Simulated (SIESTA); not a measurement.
**Ru under changes of volume**

One of the cells (13.575 Å³/atom); the others are scaled copies at fixed shape and fractional positions:

```
CELL_PARAMETERS angstrom
2.70580 0.00000 0.00000
-1.35290 2.34329 0.00000
0.00000 0.00000 4.28190
ATOMIC_POSITIONS crystal
Ru 0.66667 0.33333 0.75000
Ru 0.33333 0.66667 0.25000
```

- Program: SIESTA 5.4.2
- Functional: LDA
- Potentials or basis: PseudoDojo 0.4 standard (LDA files)
- Basis: DZP (energy shift 0.003 Ry; two zetas on semicore shells)
- Grid cutoff: 800 Ry
- Energy shift: 0.003 Ry
- k mesh: 11 × 11 × 6
- Occupations: fermi-dirac, width 0.05 eV
- Spin: no spin polarisation

| volume (Å³/atom) | energy over the lowest point (meV/atom) | pressure (GPa) |
| --- | --- | --- |
| 12.760 | 21.21 | 15.0 |
| 13.032 | 3.64 | 6.2 |
| 13.303 | 0.00 | -1.7 |
| 13.575 | 8.79 | -8.3 |
| 13.846 | 28.34 | -14.4 |
| 14.118 | 57.60 | -19.7 |
| 14.389 | ? | ? |

**Question.** What does the run at 14.389 Å³/atom give?

**Answer.** Energy over the lowest point 95.25 meV/atom; pressure -24.5 GPa.

Worked out: A Birch-Murnaghan fit of order 3 (a polynomial in V^(-2/3)) to the other rows has its minimum at 13.24 Å³/atom with B0 = V·E''(V) = 364 GPa and B' = 5.1 at fixed shape and positions, which overstates the stiffness. It gives 95.20 meV/atom at 14.389 Å³/atom, against the run's 95.25, and -dE/dV = -24.5 GPa, against -24.5.

Energies are extrapolated to zero smearing.

Caveats: the basis of atomic orbitals isn't converged, which shifts pressures, moduli and gaps.
